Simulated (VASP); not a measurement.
Runs of VASP 6.6.1 on WC (Qusongite). It takes space group P-6m2 (No. 187, hexagonal). Conventional cell: a = 2.907 Å, b = 2.907 Å, c = 2.837 Å, α = 90.00°, β = 90.00°, γ = 120.00°. W (site symmetry -6m2) is surrounded by 6 C at 2.20 Å. C (site symmetry -6m2) has 6 W at 2.20 Å as nearest neighbours. 

| level | spin | k mesh | pressure (GPa) |
| --- | --- | --- | --- |
| r2SCAN | SOC, no magnetisation | 7 × 7 × 7 | 4.4 |
| r2SCAN | off | 10 × 10 × 9 | (a) |
| SCAN | off | 10 × 10 × 9 | -1.8 |
| rSCAN | off | 10 × 10 × 9 | 2.0 |
| SCAN | SOC, no magnetisation | 7 × 7 × 7 | (b) |

Alike in all rows: task band structure; potentials or basis VASP PAW PBE potentials, release 64 (W_sv, C); cell as given; cutoff (eV) 520; smearing fermi-dirac 0.05 eV.

Problem. Estimate the missing entries.

Solution. (a) 3.3; (b) -0.8.

Caveats: the PAW data sets were made with another functional, which shifts forces and pressure a little.
